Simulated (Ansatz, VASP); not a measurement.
**MgH2 in VASP and in Ansatz**

Contents of INCAR:

```
SYSTEM = MgH2
ALGO = Normal ; EDIFF = 1E-6
ENCUT = 520 ; GGA = PE
ISIF = 2 ; ISMEAR = 0
LASPH = .TRUE. ; LCHARG = .FALSE.
LREAL = .FALSE. ; LWAVE = .FALSE.
NBANDS = 13 ; NELM = 60
PREC = Accurate ; SIGMA = 0.1
```

The input KPOINTS:

```
k-points
0
G
  6 6 4
  0 0 0
```

The input POSCAR:

```
MgH2
1.0
    3.2632656615      0.0000000000      0.0000000000
    0.0000000000      3.2558794347      0.0000000000
    0.0000000000      0.0000000000      6.4405523521
Mg H
2 4
Direct
    0.0000000000      0.4857933017      0.4993775435
    0.0000000000      0.5142066983      0.9993775435
    0.0000000000      0.9874858620      0.6418942879
    0.0000000000      0.0125141380      0.1418942879
    0.5000000000      0.4976127590      0.8587865904
    0.5000000000      0.5023872410      0.3587865904
```

Input for Ansatz:

```yaml
crystal:
  lattice:
    - [3.2632656615, 0.0, 0.0]
    - [0.0, 3.2558794347, 0.0]
    - [0.0, 0.0, 6.4405523521]
  atoms:
    - { symbol: Mg, position: [0.0, 0.4857933017, 0.4993775435] }
    - { symbol: Mg, position: [0.0, 0.5142066983, 0.9993775435] }
    - { symbol: H, position: [0.0, 0.987485862, 0.6418942879] }
    - { symbol: H, position: [0.0, 0.012514138, 0.1418942879] }
    - { symbol: H, position: [0.5, 0.497612759, 0.8587865904] }
    - { symbol: H, position: [0.5, 0.502387241, 0.3587865904] }
basis:
  ecutwfc: 420
kpoints:
  mp_grid: { grid: [6, 6, 4] }
hamiltonian:
  xc: pbe
scf:
  occupations: { method: gaussian, width: 0.1 }
  lower_state_search: "off"
output:
  forces: true
  stress: true
  eigenvalues: true
```

Change from the starting cell: the structure that the rattled cell fell into.

Alike in both runs: task single point; functional PBE; k mesh 6 × 6 × 4; occupations gaussian, width 0.1 eV; no spin polarisation.

|  | VASP | Ansatz |
| --- | --- | --- |
| version | VASP 6.6.1 | Ansatz 0.2.0 |
| potentials or method | VASP PAW PBE potentials, release 64 (Mg, H) | scalar-relativistic, plane waves, PAW |
| plane-wave cutoff (eV) | 520 | 420 |
| valence electrons in the cell | 8 | 24 |

VASP gave:

| Item | Value |
| --- | --- |
| gap on the k mesh at the Fermi level (eV) | 1.90 |
| least direct gap on the mesh (eV) | 3.33 |
| pressure (GPa) | -0.2 |

Question: Estimate Ansatz's values.

Answer: gap on the k mesh at the Fermi level (eV): 1.91; least direct gap on the mesh (eV): 3.34; pressure (GPa): 0.0.

The functional is the same, so the differences come from potentials, cutoffs and numerics. The two sets of potentials don't hold the same shells in valence.

A k mesh can miss the band edges.
